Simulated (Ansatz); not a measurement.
## Al under changes of volume

One of the cells (16.603 Å³/atom); the others are scaled copies at fixed shape and fractional positions:

```
Al
1.0
     0.00000    2.02481    2.02481
     2.02481    0.00000    2.02481
     2.02481    2.02481    0.00000
Al
1
Direct
  0.00000 0.00000 0.00000
```

```yaml
Program: Ansatz 0.2.0
Functional: m-r2SCAN
Potentials_or_basis: Ansatz PAW
Cutoff: "500 eV (not typed: the program's choice for these potentials)"
k_mesh: 11 × 11 × 11
Occupations: fermi-dirac, width 0.05 eV
Spin: no spin polarisation
```

```tsv
volume (Å³/atom)	energy over the lowest point (meV/atom)	pressure (GPa)
15.607	2.13	2.1
15.939	0.00	0.1
16.271	1.79	-1.7
16.603	7.12	-3.4
16.935	15.62	-4.8
17.267	?	?
17.599	40.84	-7.3
```

Question: What does the run at 17.267 Å³/atom give?

Answer: Energy over the lowest point 26.96 meV/atom; pressure -6.1 GPa.

Worked out: A Birch-Murnaghan fit of order 3 (a polynomial in V^(-2/3)) to the other rows has its minimum at 15.95 Å³/atom with B0 = V·E''(V) = 91 GPa and B' = 4.2. It gives 26.95 meV/atom at 17.267 Å³/atom, against the run's 26.96, and -dE/dV = -6.1 GPa, against -6.1.

Energies are extrapolated to zero smearing.

Caveats: the PAW data sets come from PBE, with cores solved anew for the run's functional, which leaves a small shift of forces and pressure.
